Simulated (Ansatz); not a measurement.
# MgO: the cost of one run

Computed with Ansatz 0.2.0 (DFT PBE, scalar-relativistic, plane waves, PAW, unless a step's input says otherwise).

### Step 1. The system as given

Symmetry: P6_3/mmc, No. 194, hexagonal system. The conventional cell has a = 3.486 Å, b = 3.486 Å, c = 4.178 Å, α = 90.00°, β = 90.00°, γ = 120.00°. Mg (site symmetry -6m2) is surrounded by 5 O at 2.01 to 2.09 Å. Around O (site symmetry -6m2) lie 5 Mg at 2.01 to 2.09 Å.

Structure file:

```
Mg O
1.0
     5.22957   -3.01929   -4.17804
    -5.22957    3.01929   -4.17804
     5.22957    9.05787    4.17804
Mg O
24 24
Direct
  0.79167 0.62500 0.16667
  0.29167 0.12500 0.16667
  0.62500 0.95833 0.33333
  0.12500 0.45833 0.33333
  0.45833 0.29167 0.50000
  0.95833 0.79167 0.50000
  0.29167 0.62500 0.66667
  0.79167 0.12500 0.66667
  0.12500 0.95833 0.83333
  0.62500 0.45833 0.83333
  0.95833 0.29167 0.00000
  0.45833 0.79167 0.00000
  0.87500 0.04167 0.16667
  0.37500 0.54167 0.16667
  0.70833 0.37500 0.33333
  0.20833 0.87500 0.33333
  0.54167 0.70833 0.50000
  0.04167 0.20833 0.50000
  0.37500 0.04167 0.66667
  0.87500 0.54167 0.66667
  0.20833 0.37500 0.83333
  0.70833 0.87500 0.83333
  0.04167 0.70833 0.00000
  0.54167 0.20833 0.00000
  0.04167 0.87500 0.16667
  0.54167 0.37500 0.16667
  0.87500 0.20833 0.33333
  0.37500 0.70833 0.33333
  0.70833 0.54167 0.50000
  0.20833 0.04167 0.50000
  0.54167 0.87500 0.66667
  0.04167 0.37500 0.66667
  0.37500 0.20833 0.83333
  0.87500 0.70833 0.83333
  0.20833 0.54167 0.00000
  0.70833 0.04167 0.00000
  0.62500 0.79167 0.16667
  0.12500 0.29167 0.16667
  0.45833 0.12500 0.33333
  0.95833 0.62500 0.33333
  0.29167 0.45833 0.50000
  0.79167 0.95833 0.50000
  0.12500 0.79167 0.66667
  0.62500 0.29167 0.66667
  0.95833 0.12500 0.83333
  0.45833 0.62500 0.83333
  0.79167 0.45833 0.00000
  0.29167 0.95833 0.00000
```

The runs take a perfect supercell of 48 atoms; the defect goes to fractional position (0.792, 0.625, 0.167).

### Step 2. The perfect supercell

File input.yaml:

```yaml
crystal:
  lattice:
    - [5.229567, -3.019292, -4.178041]
    - [-5.229567, 3.019292, -4.178041]
    - [5.229567, 9.057875, 4.17804]
  atoms:
    - { symbol: Mg, position: [0.791667, 0.625001, 0.166667] }
    - { symbol: Mg, position: [0.291667, 0.125001, 0.166667] }
    - { symbol: Mg, position: [0.624999, 0.958333, 0.333333] }
    - { symbol: Mg, position: [0.124999, 0.458333, 0.333333] }
    - { symbol: Mg, position: [0.458333, 0.291667, 0.5] }
    - { symbol: Mg, position: [0.958333, 0.791667, 0.5] }
    - { symbol: Mg, position: [0.291667, 0.625001, 0.666667] }
    - { symbol: Mg, position: [0.791667, 0.125001, 0.666667] }
    - { symbol: Mg, position: [0.124999, 0.958333, 0.833333] }
    - { symbol: Mg, position: [0.624999, 0.458333, 0.833333] }
    - { symbol: Mg, position: [0.958333, 0.291667, 0.0] }
    - { symbol: Mg, position: [0.458333, 0.791667, 0.0] }
    - { symbol: Mg, position: [0.875001, 0.041667, 0.166667] }
    - { symbol: Mg, position: [0.375001, 0.541667, 0.166667] }
    - { symbol: Mg, position: [0.708333, 0.374999, 0.333333] }
    - { symbol: Mg, position: [0.208333, 0.874999, 0.333333] }
    - { symbol: Mg, position: [0.541667, 0.708333, 0.5] }
    - { symbol: Mg, position: [0.041667, 0.208333, 0.5] }
    - { symbol: Mg, position: [0.375001, 0.041667, 0.666667] }
    - { symbol: Mg, position: [0.875001, 0.541667, 0.666667] }
    - { symbol: Mg, position: [0.208333, 0.374999, 0.833333] }
    - { symbol: Mg, position: [0.708333, 0.874999, 0.833333] }
    - { symbol: Mg, position: [0.041667, 0.708333, 0.0] }
    - { symbol: Mg, position: [0.541667, 0.208333, 0.0] }
    - { symbol: O, position: [0.041667, 0.875001, 0.166667] }
    - { symbol: O, position: [0.541667, 0.375001, 0.166667] }
    - { symbol: O, position: [0.874999, 0.208333, 0.333333] }
    - { symbol: O, position: [0.374999, 0.708333, 0.333333] }
    - { symbol: O, position: [0.708333, 0.541667, 0.5] }
    - { symbol: O, position: [0.208333, 0.041667, 0.5] }
    - { symbol: O, position: [0.541667, 0.875001, 0.666667] }
    - { symbol: O, position: [0.041667, 0.375001, 0.666667] }
    - { symbol: O, position: [0.374999, 0.208333, 0.833333] }
    - { symbol: O, position: [0.874999, 0.708333, 0.833333] }
    - { symbol: O, position: [0.208333, 0.541667, 0.0] }
    - { symbol: O, position: [0.708333, 0.041667, 0.0] }
    - { symbol: O, position: [0.625001, 0.791667, 0.166667] }
    - { symbol: O, position: [0.125001, 0.291667, 0.166667] }
    - { symbol: O, position: [0.458333, 0.124999, 0.333333] }
    - { symbol: O, position: [0.958333, 0.624999, 0.333333] }
    - { symbol: O, position: [0.291667, 0.458333, 0.5] }
    - { symbol: O, position: [0.791667, 0.958333, 0.5] }
    - { symbol: O, position: [0.125001, 0.791667, 0.666667] }
    - { symbol: O, position: [0.625001, 0.291667, 0.666667] }
    - { symbol: O, position: [0.958333, 0.124999, 0.833333] }
    - { symbol: O, position: [0.458333, 0.624999, 0.833333] }
    - { symbol: O, position: [0.791667, 0.458333, 0.0] }
    - { symbol: O, position: [0.291667, 0.958333, 0.0] }
basis:
  ecutwfc: 420
  fft_grid_basis: typed
kpoints:
  mp_grid: { grid: [2, 2, 2] }
hamiltonian:
  xc: pbe
  pseudopotentials: { kind: paw }
scf:
  occupations: { method: gaussian, width: 0.05 }
output:
  forces: true
  stress: false
  eigenvalues: true
  bader: false
  write_density: true
  volumetric_format: npy
```

The run is started by

```sh
$ ansatz run input.yaml --threads 4 --pin off --max-ram 10240MiB --backend cpu --events-out ev --progress --plain --runs-dir out
```

Q: Estimate wall time and peak memory on 4 threads of Arm Neoverse N1, shared host.

About 15 s, with a peak of 2.4 GiB.
